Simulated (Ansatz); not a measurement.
# Si: the cost of one run

Method: DFT LDA, scalar-relativistic, plane waves, PAW, in Ansatz 0.2.0.

## (1) Starting point

The structure is hexagonal, space group P6_3/mmc (No. 194). The conventional cell has a = 3.802 Å, b = 3.802 Å, c = 6.289 Å, α = 90.00°, β = 90.00°, γ = 120.00°. Si (site symmetry 3m) has 4 Si at 2.33 to 2.35 Å in its first shell of neighbours.

As a file:

```
CELL_PARAMETERS angstrom
3.80169 0.00000 0.00000
-1.90084 3.29236 0.00000
0.00000 0.00000 6.28869
ATOMIC_POSITIONS crystal
Si 0.33333 0.66667 0.06304
Si 0.66667 0.33333 0.56304
Si 0.33333 0.66667 0.43696
Si 0.66667 0.33333 0.93696
```

It goes back to an entry of the Materials Project, which need not be the stable form.

This cell was relaxed beforehand with the same method: volume 19.68 Å³/atom, gap on the mesh 0.27 eV.

## (2) Plan of the line

The energy is mapped over two homogeneous strains (x along [1 0 0], y along [1 2 0], z along [0 0 1] of the conventional cell).

- engineering shear strain xy: 7 values from −8.0 to 8.0 %
- strain +e along x and -e along y: 7 values from −7.00 to 7.00 %

Nothing else is relaxed (fractional coordinates fixed). Energies count from the relaxed crystal. Points are written as (first, second).

## (3) Grid point (−2.7 %, −7.00 %)

input.yaml reads:

```yaml
crystal:
  lattice:
    - [3.5355671602, -0.0507524963, 0.0]
    - [-1.8117365313, 3.5481970502, 0.0]
    - [0.0, 0.0, 6.2886938331]
  atoms:
    - { symbol: Si, position: [0.3333333333, 0.6666666667, 0.063036046] }
    - { symbol: Si, position: [0.6666666667, 0.3333333333, 0.563036046] }
    - { symbol: Si, position: [0.3333333333, 0.6666666667, 0.436963954] }
    - { symbol: Si, position: [0.6666666667, 0.3333333333, 0.936963954] }
basis:
  ecutwfc: 420
kpoints:
  mp_grid: { grid: [12, 12, 6] }
hamiltonian:
  xc: lda
  pseudopotentials: { kind: paw, azcp: { folder: soft_1 } }
scf:
  occupations: { method: gaussian, width: 0.03 }
output:
  forces: true
  stress: true
  eigenvalues: true
```

Command:

```sh
ansatz run input.yaml --threads 2 --pin off --max-ram 4096MiB --backend cpu --events-out ev --progress --plain --runs-dir out
```

**Question.** How long does this run take on 2 threads of Arm Neoverse N1, shared host, and how much memory does it need?

About 16 s, with a peak of 0.48 GiB.
